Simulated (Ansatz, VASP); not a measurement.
# Two plane-wave programs on Ta2H

INCAR

```
SYSTEM = Ta2H
PREC = Accurate
ENCUT = 520
EDIFF = 1E-6
ISMEAR = 0
SIGMA = 0.2
LREAL = .FALSE.
LASPH = .TRUE.
NELM = 100
ALGO = Normal
ISIF = 2
LWAVE = .FALSE.
LCHARG = .FALSE.
GGA = PS
NBANDS = 18
```

File KPOINTS:

```
regular mesh
0
G
  8 8 8
  0 0 0
```

POSCAR

```
Ta2H
1.0
    3.3724360000      0.0000000000      0.0000000000
    0.0000000000      3.3724360000      0.0000000000
    0.0000000000      0.0000000000      3.4101120000
Ta H
2 1
Direct
    0.5000000000      0.0000000000      0.7413230000
    0.0000000000      0.5000000000      0.2586770000
    0.0000000000      0.0000000000      0.0000000000
```

Input for Ansatz:

```yaml
crystal:
  lattice:
    - [3.372436, 0.0, 0.0]
    - [0.0, 3.372436, 0.0]
    - [0.0, 0.0, 3.410112]
  atoms:
    - { symbol: Ta, position: [0.5, 0.0, 0.741323] }
    - { symbol: Ta, position: [0.0, 0.5, 0.258677] }
    - { symbol: H, position: [0.0, 0.0, 0.0] }
kpoints:
  mp_grid:
    grid: [8, 8, 8]
    shift: [0.0, 0.0, 0.0]
hamiltonian:
  xc: pbesol
  pseudopotentials:
    kind: paw
scf:
  occupations:
    method: gaussian
    width: 0.2
output:
  stress: true
```

The cell comes from a database or a generator and needn't be the stable form of this composition.

Alike in both runs: task single point; functional PBEsol; k mesh 8 × 8 × 8; occupations gaussian, width 0.2 eV; no spin polarisation.

|  | VASP | Ansatz |
| --- | --- | --- |
| version | VASP 6.6.1 | Ansatz 0.2.0 |
| potentials or method | VASP PAW PBE potentials, release 64 (Ta_pv, H) | plane waves, PAW |
| plane-wave cutoff (eV) | 520 | 420 |
| valence electrons in the cell | 23 | 27 |

|  | VASP | Ansatz | Ansatz less VASP |
| --- | --- | --- | --- |
| pressure (GPa) | -4.2 | -4.3 | -0.08 |
| largest component of the traceless stress (GPa) | 0.42 | 0.40 | -0.023 |

The functional is the same, so the differences come from potentials, cutoffs and numerics. The two sets of potentials don't hold the same shells in valence.

Caveats: the PAW data sets were made with another functional, which shifts forces and pressure a little (VASP). Spin-orbit coupling is left out, which matters for the levels of Ta.
